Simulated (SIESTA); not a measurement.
The system is Gd.

```
Gd
1.0
     3.65690    0.00000    0.00000
     1.82845    3.16697    0.00000
     1.82845    1.05566    2.98585
Gd
1
Direct
  0.00000 0.00000 0.00000
```

This isn't the form of Gd at room conditions, which is hcp.

| Quantity | Value |
| --- | --- |
| Program | SIESTA 5.4.2 |
| Task | relaxation of cell and atoms |
| Functional | WC |
| Potentials or basis | PseudoDojo 3+ lanthanides (4f in the core) (PBE files) |
| Basis | DZP (energy shift 0.003 Ry; two zetas on semicore shells) |
| Grid cutoff | 800 Ry |
| Energy shift | 0.003 Ry |
| k mesh | 6 × 6 × 6 |
| Occupations | fermi-dirac, width 0.05 eV |
| Spin | collinear spin, ferromagnetic start |
| Starting moments | [7.0] μB |

At the start: pressure -4.6 GPa; volume 34.58 Å³/atom.

Question: How do energy, volume and symmetry change on relaxing?

Answer: Over 5 steps the energy falls by 60.2 meV/atom and the volume is 30.84 Å³/atom (-10.8 %); space group Fm-3m (No. 225, to 0.05 Å); moment 0.00 μB per cell.

Step by step:
```tsv
step	energy change (eV)	largest force (eV/Å)	pressure (GPa)	volume (Å³)
1	0.0000	0.0000	-4.60	34.58
2	-0.0304	0.0000	-3.46	33.40
3	-0.0576	0.0000	-1.14	31.56
4	-0.0529	0.0000	2.06	29.65
5	-0.0602	0.0000	0.02	30.84
```

Final structure:
```
Gd
1.0
     3.52007    0.00000    0.00000
     1.76003    3.04847    0.00000
     1.76003    1.01616    2.87412
Gd
1
Direct
  0.00000 0.00000 0.00000
```

Caveat: the potentials were made for another functional, which shifts forces and pressure; the basis of atomic orbitals isn't converged, which shifts pressures, moduli and gaps.
